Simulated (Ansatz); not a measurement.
**TaN: levels along high-symmetry lines**

```xyz
4
Lattice="3.0500 0.0000 0.0000 -1.5250 2.6414 0.0000 0.0000 0.0000 4.9400" Properties=species:S:1:pos:R:3 pbc="T T T"
Ta    0.0000    1.7609    0.0000
Ta    1.5250    0.8805    2.4700
N     0.0000    1.7609    1.9019
N     1.5250    0.8805    4.3719
```

Atom numbers follow the list: Ta1, Ta2, N3, N4.

The cell is a database entry far from equilibrium at this level of theory, probably a faulty or high-pressure entry; it serves as a test geometry alone.

No spin–orbit coupling, which matters for the heavy atoms here.

Method: DFT, PBEsol, all-electron LAPW, scalar-relativistic (Ansatz 0.2.0).

Numerical set-up: a Γ-centred 9×9×5 k mesh, Fermi–Dirac smearing of 0.01 eV, basis error target 1 meV/atom, no spin polarisation.

Points in fractions of the reciprocal vectors of this cell: Γ (0, 0, 0), M (0.5, 0, 0), K (0.333, 0.333, 0), A (0, 0, 0.5), L (0.5, 0, 0.5), H (0.333, 0.333, 0.5). The path joins them by straight lines in the order Γ–M–K–Γ–A–L–H–A–L; legs that retrace an earlier one aren't tabulated. Energies are in eV from the Fermi level.

Task: Is there a gap?

Result: none: bands cross the Fermi level, a metal.

Task: List the levels between -14 and 7 eV at the symmetry points.

Result: 
Γ: -8.79 (×2), -8.46, -7.84 (×2), -7.54, -0.86 (×2), -0.31, 2.14, 2.63 (×2), 4.50, 5.57, 6.63 (×2)
M: -9.41, -8.83, -7.58, -6.32, -6.16, -5.18, -2.44, -1.06, 0.43, 1.40, 2.01, 3.73, 4.30, 4.31, 6.07, 6.55
K: -9.00, -7.21 (×2), -6.53 (×2), -6.20, -2.56, -1.67 (×2), -0.95, 2.03, 3.68
A: -9.04 (×2), -8.42 (×4), 1.17 (×4), 1.87 (×2), 6.66 (×2)
L: -9.83 (×2), -6.48 (×2), -6.46 (×2), -0.46 (×2), 2.12 (×2), 2.23 (×2), 4.95 (×2), 5.78 (×2)
H: -8.77 (×2), -7.65 (×2), -6.10 (×2), -2.02 (×2), 1.96 (×2), 2.98 (×2), 4.42 (×2)
